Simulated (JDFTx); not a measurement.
Rh:

```
CELL_PARAMETERS angstrom
0.00000 1.89785 1.89785
1.89785 0.00000 1.89785
1.89785 1.89785 0.00000
ATOMIC_POSITIONS crystal
Rh 0.00000 0.00000 0.00000
```

| Property | Result |
| --- | --- |
| Program | JDFTx 1.7.0 (patched build) |
| Task | single point |
| Functional | PBE |
| Potentials or basis | PseudoDojo-SR-PBE-0.5-standard |
| Cutoff | 1197 eV |
| Density cutoff | 4789 eV |
| k mesh | 12 × 12 × 12 |
| Occupations | fermi-dirac, width 0.05 eV |
| Spin | no spin polarisation |

On this cell: pressure 7.7 GPa; band gap on the k mesh none (metal or under the smearing width).

The same run follows on a disturbed copy (cell strained at random at fixed volume):

```xyz
1
Lattice="-0.0393 1.8831 1.9625 1.9019 0.0328 1.8903 1.9247 1.8337 0.0101" Properties=species:S:1:pos:R:3 pbc="T T T"
Rh   -0.0047   -0.0016    0.0159
```

**Question.** What changes?

**Answer.** The energy (extrapolated to zero smearing) moves by +43.3 meV/atom; pressure 9.0 GPa; band gap on the k mesh none (metal or under the smearing width).

Stress tensor (GPa, compression positive):
```
  4.00   2.04   5.57
  2.04  16.11 -10.14
  5.57 -10.14   6.77
```
